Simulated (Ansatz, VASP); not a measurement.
## Zn35CuHO36 (Cu-H pair in ZnO) in two plane-wave programs

One calculation is typed for both programs; each brings its own data sets. How far apart do they land? The cell is taken from a series of runs on this material, whose earlier steps may have relaxed, scaled, displaced or heated it; both programs get it as it stands.

Method: plane waves, with VASP 6.6.1 beside it; single point at HSE06, in Ansatz 0.2.0.

## 1. Set-up

The cell holds 73 atoms: 35 Zn, 36 O, 1 Cu and 1 H. Its edges and angles: a = 9.839 Å, b = 9.839 Å, c = 10.587 Å, α = 90.0°, β = 90.0°, γ = 120.0°. It derives from ZnO (ZnO (P6_3mc)). Nearest the centre at fractional (0.521, 0.375, 0.481): H73 at 0.53 Å, Cu72 at 1.38 Å, O49 at 1.62 Å, O53 at 2.31 Å, O65 at 2.43 Å, O54 at 2.50 Å, Zn16 at 2.88 Å, Zn4 at 2.90 Å.

## 2. VASP: single point, HSE06

A single point gives forces, pressure and levels at one fixed geometry, so differences don't come from the geometry; what else differs is listed under the comparison.

Lines of VASP's logs that name or quote its potential files are left out, and so is its time.

The run reads the wave functions of an earlier VASP run, which isn't shown here.

INCAR reads:

```
SYSTEM = Zn35CuHO36
PREC = Accurate
ENCUT = 520
EDIFF = 1E-06
NELM = 100
ISMEAR = -1
SIGMA = 0.01
LREAL = Auto
ALGO = Normal
LHFCALC = .TRUE.
AEXX = 0.25
GGA = PE
HFSCREEN = 0.208
LASPH = .TRUE.
NBANDS = 375
PRECFOCK = Fast
LORBIT = 11
LWAVE = .FALSE.
LCHARG = .FALSE.
ISIF = 2
```

POSCAR reads:

```
Zn35CuHO36
1.0
    9.8385603707      0.0000000000      0.0000000000
   -4.9192801853      8.5204432177      0.0000000000
    0.0000000000      0.0000000000     10.5865012063
Zn O Cu H
35 36 1 1
Direct
    0.1096323150      0.2222211010      0.2493828210
    0.2183361000      0.1098589880      0.9974603640
    0.1096655670      0.2239424000      0.7497459830
    0.2078863010      0.1038245230      0.5022588520
    0.1105778270      0.5543810960      0.2510768790
    0.2207869000      0.4446014600      0.0015815820
    0.1107799200      0.5563719530      0.7498957570
    0.2280184800      0.4466440580      0.4994224780
    0.1089335390      0.8864847560      0.2488784570
    0.2215628770      0.7773377340      0.0002319490
    0.1114304270      0.8890721860      0.7502195840
    0.2221218510      0.7757136150      0.4993454090
    0.4409392380      0.2176663620      0.2319504090
    0.5554900780      0.1095854420      0.9976132950
    0.4418612990      0.2210254270      0.7515396490
    0.5590629530      0.1042873640      0.5018375250
    0.4446182950      0.5534829420      0.2541372590
    0.5534982650      0.4454394500      0.9958307310
    0.4394067490      0.5594289060      0.7523112940
    0.4435956460      0.8859049460      0.2499279370
    0.5550306990      0.7782214030      0.0012005410
    0.4436353930      0.8891793330      0.7496548200
    0.5543356430      0.7723633270      0.4987154830
    0.7769592970      0.2222746340      0.2490657510
    0.8876835890      0.1112342110      0.9998026740
    0.7777693370      0.2239937000      0.7495769790
    0.8879332170      0.1130889710      0.4996796670
    0.7746890410      0.5546246320      0.2444926770
    0.8894835520      0.4440900500      0.0008471110
    0.7835268950      0.5596515800      0.7570087710
    0.8903273150      0.4462472310      0.4997938470
    0.7766663320      0.8889941410      0.2501269140
    0.8887900660      0.7803282590      0.0002480720
    0.7768036330      0.8898981480      0.7494533310
    0.8917729630      0.7833539290      0.4990628720
    0.2171135920      0.1081201280      0.1865156940
    0.1096140920      0.2221214050      0.4390406320
    0.2208488930      0.1115940460      0.6889918230
    0.1095022340      0.2226945680      0.9386238320
    0.2211932420      0.4434355740      0.1897918310
    0.1111659240      0.5544718200      0.4398810680
    0.2198785880      0.4448331160      0.6894145070
    0.1104623680      0.5558498380      0.9392426390
    0.2213909890      0.7768814570      0.1894836950
    0.1116688260      0.8881122330      0.4383822150
    0.2220334040      0.7786255570      0.6888386370
    0.1103596680      0.8881090260      0.9388035100
    0.5553081950      0.1080240840      0.1869556040
    0.4285496670      0.1968487380      0.4271432860
    0.5544224440      0.1124697770      0.6888328370
    0.4421777260      0.2201200380      0.9411947660
    0.5526951040      0.4412817920      0.1857552220
    0.4434541280      0.5563031700      0.4386679060
    0.5515703320      0.4464428270      0.7099545610
    0.4418808310      0.5570391230      0.9413265860
    0.5553823240      0.7766524360      0.1894745450
    0.4442409340      0.8876786360      0.4391071490
    0.5552439310      0.7800278790      0.6891715730
    0.4432167250      0.8881867080      0.9385771250
    0.8876188070      0.1111406690      0.1889690640
    0.7763645860      0.2235549080      0.4389099510
    0.8877620370      0.1123052300      0.6887759430
    0.7772232450      0.2226952820      0.9384373600
    0.8884454560      0.4435961600      0.1890332940
    0.7919747500      0.5653286260      0.4299283280
    0.8889070220      0.4459272100      0.6900390620
    0.7790146970      0.5569234580      0.9434323900
    0.8878062180      0.7787945110      0.1882533230
    0.7786145150      0.8919459330      0.4394172100
    0.8902550390      0.7806179760      0.6899451430
    0.7768125930      0.8896036080      0.9388194930
    0.6302358280      0.5048568260      0.5466973260
    0.4864185570      0.3233992620      0.4547325580
```

KPOINTS reads:

```
Automatic mesh
0
Gamma
1 1 1
0 0 0
```

The projector-augmented-wave data sets are Zn, O, Cu and H (PBE family, release 64).

Command:

```sh
$ export OMP_NUM_THREADS=4
$ mpirun -np 1 vasp_gam
```

Log:

```text
[banner, memory and clock lines left out]
running    1 mpi-ranks, on    1 nodes
[...]
Offloading initialized ...    1 GPUs detected
[...]
LDA part: xc-table for (Slater+PW92), standard interpolation
 found WAVECAR, reading the header
 POSCAR, INCAR and KPOINTS ok, starting setup
[...]
reading WAVECAR
 the WAVECAR file was read successfully
 initial charge from wavefunction
 entering main loop
       N       E                     dE             d eps       ncg     rms          rms(c)
DAV:   1    -0.411971130763E+03   -0.41197E+03   -0.27423E+01  1012   0.460E+01    0.105E+01
DAV:   2    -0.411780330104E+03    0.19080E+00   -0.13495E+01  1020   0.212E+01    0.348E+00
DAV:   3    -0.411851808026E+03   -0.71478E-01   -0.11711E+00  1148   0.589E+00    0.190E+00
DAV:   4    -0.411856242535E+03   -0.44345E-02   -0.19628E-01  1012   0.183E+00    0.111E+00
[...]
DAV:  13    -0.411846692487E+03    0.90954E-06   -0.17274E-05   884   0.148E-02    0.127E-02
DAV:  14    -0.411846691268E+03    0.12188E-05   -0.16738E-06   548   0.140E-02    0.754E-03
DAV:  15    -0.411846690660E+03    0.60893E-06   -0.28098E-06   556   0.712E-03
   1 F= -.41184669E+03 E0= -.41184669E+03  d E =-.563740E-14
```

From OUTCAR (step 2):

```text
  FREE ENERGIE OF THE ION-ELECTRON SYSTEM (eV)
  ---------------------------------------------------
  free  energy   TOTEN  =      -411.8466906595 eV

  energy  without entropy=     -411.8466906595  energy(sigma->0) =     -411.84669066
```

This run has no spin polarisation, so a moment on Cu, if there is one, isn't seen.

## 3. Ansatz: single point, HSE06

Ansatz runs on its default PAW (the set named soft_2) files.

The same cell, functional, mesh and smearing now go to Ansatz.

input.yaml reads:

```yaml
crystal:
  lattice:
    - [9.83856037, 0.0, 0.0]
    - [-4.91928019, 8.52044322, 0.0]
    - [0.0, 0.0, 10.58650121]
  atoms:
    - { symbol: Zn, position: [0.109632315, 0.222221101, 0.249382821] }
    - { symbol: Zn, position: [0.2183361, 0.109858988, -0.002539636] }
    - { symbol: O, position: [0.217113592, 0.108120128, 0.186515694] }
    - { symbol: O, position: [0.109614092, 0.222121405, 0.439040632] }
    - { symbol: Zn, position: [0.109665567, 0.2239424, 0.749745983] }
    - { symbol: Zn, position: [0.207886301, 0.103824523, 0.502258852] }
    - { symbol: O, position: [0.220848893, 0.111594046, 0.688991823] }
    - { symbol: O, position: [0.109502234, 0.222694568, 0.938623832] }
    - { symbol: Zn, position: [0.110577827, 0.554381096, 0.251076879] }
    - { symbol: Zn, position: [0.2207869, 0.44460146, 0.001581582] }
    - { symbol: O, position: [0.221193242, 0.443435574, 0.189791831] }
    - { symbol: O, position: [0.111165924, 0.55447182, 0.439881068] }
    - { symbol: Zn, position: [0.11077992, 0.556371953, 0.749895757] }
    - { symbol: Zn, position: [0.22801848, 0.446644058, 0.499422478] }
    - { symbol: O, position: [0.219878588, 0.444833116, 0.689414507] }
    - { symbol: O, position: [0.110462368, 0.555849838, 0.939242639] }
    - { symbol: Zn, position: [0.108933539, 0.886484756, 0.248878457] }
    - { symbol: Zn, position: [0.221562877, 0.777337734, 0.000231949] }
    - { symbol: O, position: [0.221390989, 0.776881457, 0.189483695] }
    - { symbol: O, position: [0.111668826, 0.888112233, 0.438382215] }
    - { symbol: Zn, position: [0.111430427, 0.889072186, 0.750219584] }
    - { symbol: Zn, position: [0.222121851, 0.775713615, 0.499345409] }
    - { symbol: O, position: [0.222033404, 0.778625557, 0.688838637] }
    - { symbol: O, position: [0.110359668, 0.888109026, 0.93880351] }
    - { symbol: Zn, position: [0.440939238, 0.217666362, 0.231950409] }
    - { symbol: Zn, position: [0.555490078, 0.109585442, -0.002386705] }
    - { symbol: O, position: [0.555308195, 0.108024084, 0.186955604] }
    - { symbol: O, position: [0.428549667, 0.196848738, 0.427143286] }
    - { symbol: Zn, position: [0.441861299, 0.221025427, 0.751539649] }
    - { symbol: Zn, position: [0.559062953, 0.104287364, 0.501837525] }
    - { symbol: O, position: [0.554422444, 0.112469777, 0.688832837] }
    - { symbol: O, position: [0.442177726, 0.220120038, 0.941194766] }
    - { symbol: Zn, position: [0.444618295, 0.553482942, 0.254137259] }
    - { symbol: Zn, position: [0.553498265, 0.44543945, -0.004169269] }
    - { symbol: O, position: [0.552695104, 0.441281792, 0.185755222] }
    - { symbol: O, position: [0.443454128, 0.55630317, 0.438667906] }
    - { symbol: Zn, position: [0.439406749, 0.559428906, 0.752311294] }
    - { symbol: Cu, position: [0.630235828, 0.504856826, 0.546697326] }
    - { symbol: O, position: [0.551570332, 0.446442827, 0.709954561] }
    - { symbol: O, position: [0.441880831, 0.557039123, 0.941326586] }
    - { symbol: Zn, position: [0.443595646, 0.885904946, 0.249927937] }
    - { symbol: Zn, position: [0.555030699, 0.778221403, 0.001200541] }
    - { symbol: O, position: [0.555382324, 0.776652436, 0.189474545] }
    - { symbol: O, position: [0.444240934, 0.887678636, 0.439107149] }
    - { symbol: Zn, position: [0.443635393, 0.889179333, 0.74965482] }
    - { symbol: Zn, position: [0.554335643, 0.772363327, 0.498715483] }
    - { symbol: O, position: [0.555243931, 0.780027879, 0.689171573] }
    - { symbol: O, position: [0.443216725, 0.888186708, 0.938577125] }
    - { symbol: Zn, position: [0.776959297, 0.222274634, 0.249065751] }
    - { symbol: Zn, position: [0.887683589, 0.111234211, -0.000197326] }
    - { symbol: O, position: [0.887618807, 0.111140669, 0.188969064] }
    - { symbol: O, position: [0.776364586, 0.223554908, 0.438909951] }
    - { symbol: Zn, position: [0.777769337, 0.2239937, 0.749576979] }
    - { symbol: Zn, position: [0.887933217, 0.113088971, 0.499679667] }
    - { symbol: O, position: [0.887762037, 0.11230523, 0.688775943] }
    - { symbol: O, position: [0.777223245, 0.222695282, 0.93843736] }
    - { symbol: Zn, position: [0.774689041, 0.554624632, 0.244492677] }
    - { symbol: Zn, position: [0.889483552, 0.44409005, 0.000847111] }
    - { symbol: O, position: [0.888445456, 0.44359616, 0.189033294] }
    - { symbol: O, position: [0.79197475, 0.565328626, 0.429928328] }
    - { symbol: Zn, position: [0.783526895, 0.55965158, 0.757008771] }
    - { symbol: Zn, position: [0.890327315, 0.446247231, 0.499793847] }
    - { symbol: O, position: [0.888907022, 0.44592721, 0.690039062] }
    - { symbol: O, position: [0.779014697, 0.556923458, 0.94343239] }
    - { symbol: Zn, position: [0.776666332, 0.888994141, 0.250126914] }
    - { symbol: Zn, position: [0.888790066, 0.780328259, 0.000248072] }
    - { symbol: O, position: [0.887806218, 0.778794511, 0.188253323] }
    - { symbol: O, position: [0.778614515, 0.891945933, 0.43941721] }
    - { symbol: Zn, position: [0.776803633, 0.889898148, 0.749453331] }
    - { symbol: Zn, position: [0.891772963, 0.783353929, 0.499062872] }
    - { symbol: O, position: [0.890255039, 0.780617976, 0.689945143] }
    - { symbol: O, position: [0.776812593, 0.889603608, 0.938819493] }
    - { symbol: H, position: [0.486418557, 0.323399262, 0.454732558] }
basis:
  ecutwfc: 420
  xc_grid: 2
hamiltonian:
  xc: hse06
kpoints:
  mp_grid: { grid: [1, 1, 1] }
scf:
  occupations: { method: fermi_dirac, width: 0.01 }
  max_iter: 120
output:
  forces: true
checkpoint:
  read: "../relax.run"
```

Command:

```sh
$ ansatz run input.yaml --threads 32 --pin off --max-ram 84787MiB --backend cuda --events-out ev --progress --plain --runs-dir out --max-vram 78GiB
```

Log:

```text
Warning: checkpoint.read: the run can stay near the saved state's solution: 2 site(s) moved relative to the saved geometry (max |Δs| = 1.585e-2 fractional); the SCF starts from the saved state under ` [...]
[...]
Engine: ansatz 0.2.0, aarch64-unknown-linux-gnu
[...]
Pseudopotential: Zn, paw, valence charge 12, recommended cutoff 420 eV (normal), Zn.paw.azcp
Pseudopotential: O, paw, valence charge 6, recommended cutoff 420 eV (normal), O.paw.azcp
Pseudopotential: Cu, paw, valence charge 19, recommended cutoff 420 eV (normal), Cu.paw.azcp
Pseudopotential: H, paw, valence charge 1, recommended cutoff 420 eV (normal), H.paw.azcp
Functional definition: HSE06
[...]
Crystal: 73 atoms, lattice volume = 887.455 Å³
Basis set: ecut = 420 eV, 17351 PW (Γ), exchange–correlation on 144×144×144 points (8 copies of the dense FFT grid, shifted against one another)
Bands: 401, of which v1, the nominal top of the filled ones, is band 328 counted from 1 (327 counted from 0)
[...]
SCF iter   2: F=—  HF=-143238.627579 eV  |Δ(HF+E_count)|=   2.85e-8  Δρ=5.25e-6  dr2=1.81e-7 sched 1.57e-11)  Hψ=872
[...]
SCF iter   3: F=-143238.627579 eV  HF=-143238.627579 eV  |Δ(HF+E_count)|=   3.32e-8  Δρ=7.36e-7  dr2=2.44e-9 sched 1.00e-12)  Hψ=1529
SCF 4 converged in 3 iterations: F = -143238.627579 eV  dr2 = 2.44e-9
[...]
hybrid outer 3: dexx = +1.321e-8 eV, tail = 6.12e-9 eV, Δε = 4.99e-4 eV (about 7.25e-5 eV left of the loop's levels), ΔF = 6.38e-4 eV/Å (tail 2.08e-4)
hybrid SCF converged: 3 outer / 20 inner (+18 warm-up), last move |dexx| = 1.32e-8 eV, tail = 6.12e-9 eV
[...]
Free energy (F): -143238.627579 eV
[...]
Fermi energy:    7.165197 eV
--- Per-component energies (eV) ---
[...]
--- Forces (eV/Å), atoms counted from 1 ---
[...]
--- Band table (eV) ---
[...]
```

## 4. Comparison

Known differences besides the potentials themselves: exact exchange at q = 0 is treated differently, which shows on coarse meshes; VASP keeps PBE cores, Ansatz makes them for the functional; the data sets hold 656 valence electrons in Ansatz (on its default PAW (the set named soft_2) files) and 648 in VASP; the cutoff is 420 eV in Ansatz and 520 eV in VASP (PREC = Accurate, projectors in real space); VASP takes a coarser grid for exact exchange (PRECFOCK = Fast). Total energies have different zeros and are not compared.

The two programs side by side:

| quantity | Ansatz | VASP | difference |
| --- | --- | --- | --- |
| gap on the k mesh (eV) | 1.848 | 1.846 | +0.003 |

Forces on 7 of the 73 atoms, those with the largest forces and the largest differences (eV/Å; atoms numbered as in POSCAR):

| atom | Ansatz x, y, z | VASP x, y, z |
| --- | --- | --- |
| Zn4 | 0.094, 0.074, -0.038 | 0.104, 0.083, -0.038 |
| Zn13 | -0.001, 0.009, 0.129 | -0.002, 0.008, 0.139 |
| Zn16 | -0.088, 0.059, -0.035 | -0.105, 0.070, -0.041 |
| O49 | -0.186, 3.710, 0.988 | -0.178, 3.660, 0.972 |
| O53 | 0.019, 0.001, 0.013 | 0.087, -0.039, 0.039 |
| Cu72 | -0.035, -0.070, -0.064 | -0.072, -0.069, -0.086 |
| H73 | 0.198, -3.761, -0.990 | 0.192, -3.664, -0.972 |

The forces differ by 12 meV/Å r.m.s., which is 3.2 % of the r.m.s. force of 0.363 eV/Å (both taken over all components). A gap on the mesh is an upper bound, since the band edges may lie between its points.

## 5. Summary of results

```yaml
r_m_s_force_difference_single_point_hse06: 3.2 % of the r.m.s. force
```

In words: The r.m.s. force difference is 3.2 % of the r.m.s. force (single point, HSE06), beyond the 3 % picked in this series as the mark of a large difference. The data sets hold unlike numbers of valence electrons (656 in Ansatz and 648 in VASP), so part of the differences comes from the potentials. Such differences can come from data sets, numerical settings and the points named under the comparisons, not from the functional's error against experiment.

[Lines on the potential files, build, host, timing and source positions are cut from VASP's logs without a mark.]

[Logs are printed without paths, hosts, clocks, repeated set-up lines and the standing remarks that a program may print on its own settings, such as how far it seeks lower states.]

[Hosts, paths, dates, database ids (printed as entryN), source tags and the programs' standing remarks are cut or masked in the printed files.]
